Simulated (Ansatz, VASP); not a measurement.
InO5: VASP beside Ansatz

```
In O
1.0
     4.66837    0.00000    0.00000
    -2.33419    4.04293    0.00000
     0.00000    0.00000    3.89191
In O
1 5
Direct
  0.00000 0.00000 0.00000
  0.50000 0.00000 0.50000
  0.50000 0.50000 0.50000
  0.00000 0.50000 0.50000
  0.33333 0.66667 0.00000
  0.66667 0.33333 0.00000
```

Change from the starting cell: species swapped into the YFe5 type (P6/mmm, No. 191).

Alike in both runs: task single point; functional PBE; k mesh 6 × 6 × 4; occupations gaussian, width 0.1 eV; no spin polarisation.

```csv
,VASP,Ansatz
version,VASP 6.6.1,Ansatz 0.2.0
potentials or method,"VASP PAW PBE potentials, release 64 (In_d, O)","scalar-relativistic, plane waves, PAW"
plane-wave cutoff (eV),520,420
valence electrons in the cell,43,43
```

VASP gave:

- gap on the k mesh at the Fermi level (eV): none
- pressure (GPa): -17.4
- largest component of the traceless stress (GPa): 5.95

Q: Which values does Ansatz return?

A: gap on the k mesh at the Fermi level (eV): none; pressure (GPa): -17.3; largest component of the traceless stress (GPa): 5.95.

A gap of «none» marks a metal or a gap that the smearing closes. With one functional, cell and mesh, what is left measures potentials, basis and numerics.

Caveats: the k mesh is coarse (spacing up to 0.40 Å⁻¹), so the values aren't converged; so large a pressure means that the cell lies far from this level's equilibrium, or that cutoff or potentials fall short (VASP); an odd number of electrons without spin polarisation forces a metal; a magnetic or distorted state may lie lower.
